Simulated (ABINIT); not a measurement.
## ZrB2: band structure with HCTH407

Crystal: ZrB2.

```
Zr B
1.0
     3.17000    0.00000    0.00000
    -1.58500    2.74530    0.00000
     0.00000    0.00000    3.53300
Zr B
1 2
Direct
  0.00000 0.00000 0.00000
  0.66667 0.33333 0.50000
  0.33333 0.66667 0.50000
```

- Program: ABINIT 10.8.3 (patched build)
- Task: band structure
- Functional: HCTH407
- Potentials or basis: JTH PAW PBE v2.0
- Cutoff: 463 eV
- k mesh: 10 × 10 × 8
- Occupations: fermi-dirac, width 0.05 eV
- Spin: no spin polarisation
- Fine-grid cutoff: 925.187 eV
- Exchange and correlation inside the PAW spheres: full angular mesh (pawxcdev 0, this build's default; the released program takes 1)

```yaml
Pressure: -7.4 GPa
Band_gap_on_the_k_mesh: none (metal or under the smearing width)
Valence_electrons_inside_the_program's_atomic_spheres: Zr 9.14; B 1.79
```

Stress tensor (GPa, compression positive):
```
-7.28  0.00  0.00
 0.00 -7.28  0.00
 0.00  0.00 -7.50
```

Levels at the corners of the path, in eV from the Fermi level:
```csv
point,band 7,band 8,band 9,band 10,band 11,band 12
Γ,-2.45,-2.45,-2.23,3.51,3.51,4.37
M,-3.73,-2.90,-2.64,2.41,2.42,5.07
K,-6.85,-2.29,-2.29,1.64,1.64,3.27
Γ,-2.45,-2.45,-2.23,3.51,3.51,4.37
A,-0.72,-0.72,0.43,0.43,0.88,0.88
L,-4.45,-4.05,-2.01,3.83,4.12,5.44
H,-4.86,-2.64,-2.64,4.18,6.13,6.13
A,-0.72,-0.72,0.43,0.43,0.88,0.88
```

Run time: 33 s on 1 thread of Arm Neoverse V2, on a shared host, peak memory 0.11 GiB.

Caveat: the PAW data sets were made with another functional, which shifts forces and pressure a little.
